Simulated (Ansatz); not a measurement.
Relax this structure to zero stress and force, keeping its symmetry:

```yaml
crystal:
  lattice:
    - [-1.59122, 1.59122, 1.59122]
    - [1.59122, -1.59122, 1.59122]
    - [1.59122, 1.59122, -1.59122]
  atoms:
    - { symbol: Al, position: [0.00000, 0.00000, 0.00000] }
```

Method: Ansatz 0.2.0, DFT PBEsol, scalar-relativistic, plane waves, PAW.

Plane waves to 420 eV, a k mesh through Γ of 18×18×18 on the computed 1-atom cell and Gaussian smearing (0.10 eV); no spin polarisation.

Problem. What does it relax to?

Solution. The volume goes up by 0.47 Å³/atom to 16.58 Å³/atom, and the energy falls by 3.3 meV/atom. Final structure:
```
Al
1.0
    -1.60644    1.60644    1.60644
     1.60644   -1.60644    1.60644
     1.60644    1.60644   -1.60644
Al
1
Direct
  0.00000 0.00000 0.00000
```

Course of the relaxation (steps run on the plane waves of an earlier cell, and the basis is chosen afresh near the end, so energy and pressure can step there; trial steps that raised the energy were taken back; energies are free energies):

```csv
step,E − E_final (meV/atom),P (GPa),V (Å³/atom)
1,3.3,2.27,16.12
2,0.2,0.02,16.58
3,0.0,0.04,16.58
```